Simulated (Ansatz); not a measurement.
Take BaSnO₃ in the cubic perovskite structure (space group Pm-3m, No. 221; a = 4.122 Å) as the base. Axes: x, y, z lie along the cube axes.

Structures relaxed with PBEsol (Ansatz, an electronic-structure program; PAW; 420 eV plane waves; spin-orbit coupling left out).

Base:

Simulated powder pattern, Co Kα, λ = 1.79026 Å (kinematic, ideal powder, no thermal factors, no anomalous dispersion; the 14 strongest lines at most, above 2 %, up to 2θ = 90°):

```
2θ (°)  I/Imax (%)    hkl
------  ----------  -----
35.77          100  (110)
44.19          2.6  (111)
51.49           29  (200)
64.27           38  (211)
75.79           18  (220)
86.75           18  (310)
```

One thing is altered: strain tensor (xx, yy, zz, yz, xz, xy) = (−1.07, +2.48, +0.83, −0.14, −0.92, +0.68) %, atoms relaxed at fixed cell.

Q: Where do the lines fall after the change?

A: 
Simulated powder pattern, Co Kα, λ = 1.79026 Å (kinematic, ideal powder, no thermal factors, no anomalous dispersion; the 14 strongest lines at most, above 2 %, up to 2θ = 90°):

| 2θ (°) | d (Å) | I/Imax (%) | hkl |
|---|---|---|---|
| 35.13 | 2.966 | 100 | (0 1 -1) |
| 35.22 | 2.959 | 99 | (011) |
| 35.29 | 2.953 | 99 | (110) |
| 35.49 | 2.937 | 97 | (1 0 -1) |
| 35.78 | 2.914 | 95 | (1 -1 0) |
| 36.16 | 2.884 | 93 | (101) |
| 50.16 | 2.112 | 60 | (020) |
| 51.04 | 2.078 | 57 | (002) |
| 52.09 | 2.038 | 54 | (200) |
| 62.56 | 1.724 | 20 | (1 2 -1) |
| 63.07 | 1.711 | 19 | (1 1 -2) |
| 63.12 | 1.710 | 19 | (121) |
| 63.32 | 1.705 | 19 | (-1 2 1) |
| 63.64 | 1.698 | 38 | (2 1 -1) |

The indices refer to the base's conventional cell; one index is shown for lines that coincide. The space group is now P-1 (No. 2).

No phonon test of stability was made.
